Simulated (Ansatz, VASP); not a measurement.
## One calculation of N, two programs

INCAR

```
SYSTEM = N
ALGO = Normal ; EDIFF = 1E-6
ENCUT = 520 ; GGA = PS
ISIF = 2 ; ISMEAR = 0
LASPH = .TRUE. ; LCHARG = .TRUE.
LELF = .TRUE. ; LREAL = .FALSE.
LVHAR = .TRUE. ; LWAVE = .FALSE.
NBANDS = 18 ; NELM = 80
PREC = Accurate ; SIGMA = 0.05
```

The input KPOINTS:

```
k-points
0
G
  6 6 4
  0 0 0
```

The input POSCAR:

```
N
1.0
    4.3339221230      0.0000000000      0.0000000000
   -2.1669610615      3.7532866566      0.0000000000
    0.0000000000      0.0000000000      7.0060035100
N
4
Direct
    0.3333333333      0.6666666667      0.3289300400
    0.3333333333      0.6666666667      0.1710699600
    0.6666666667      0.3333333333      0.8289300400
    0.6666666667      0.3333333333      0.6710699600
```

Input for Ansatz:

```yaml
crystal:
  lattice:
    - [4.333922123, 0.0, 0.0]
    - [-2.1669610615, 3.7532866566, 0.0]
    - [0.0, 0.0, 7.00600351]
  atoms:
    - { symbol: "N", position: [0.3333333333, 0.6666666667, 0.32893004] }
    - { symbol: "N", position: [0.3333333333, 0.6666666667, 0.17106996] }
    - { symbol: "N", position: [0.6666666667, 0.3333333333, 0.82893004] }
    - { symbol: "N", position: [0.6666666667, 0.3333333333, 0.67106996] }
basis:
  ecutwfc: 420
kpoints:
  mp_grid: { grid: [6, 6, 4] }
hamiltonian:
  xc: pbesol
scf:
  occupations: { method: gaussian, width: 0.05 }
output:
  forces: true
  stress: true
  eigenvalues: true
```

Change from the starting cell: strain +0.040 along x and y, +0.000 along z, atoms carried along.

Alike in both runs: task single point; functional PBEsol; k mesh 6 × 6 × 4; occupations gaussian, width 0.05 eV; no spin polarisation.

```csv
,VASP,Ansatz
version,VASP 6.6.1,Ansatz 0.2.0
potentials or method,"VASP PAW PBE potentials, release 64 (N)","scalar-relativistic, plane waves, PAW"
plane-wave cutoff (eV),520,420
valence electrons in the cell,20,20
```

VASP gave:

* gap on the k mesh at the Fermi level (eV): 7.08
* least direct gap on the mesh (eV): 7.37
* pressure (GPa): 0.8
* largest component of the traceless stress (GPa): 1.80
* rms of the force components (eV/Å): 0.516

What did Ansatz give for the same quantities?

gap on the k mesh at the Fermi level (eV): 7.12; least direct gap on the mesh (eV): 7.42; pressure (GPa): -0.8; largest component of the traceless stress (GPa): 1.73; rms of the force components (eV/Å): 0.482.

Atom by atom the forces differ by 0.997 eV/Å (rms over components).

Caveats: the standard files for N, O and F lose accuracy on very short bonds; the PAW data sets were made with another functional, which shifts forces and pressure a little (VASP). A k mesh can miss the band edges.
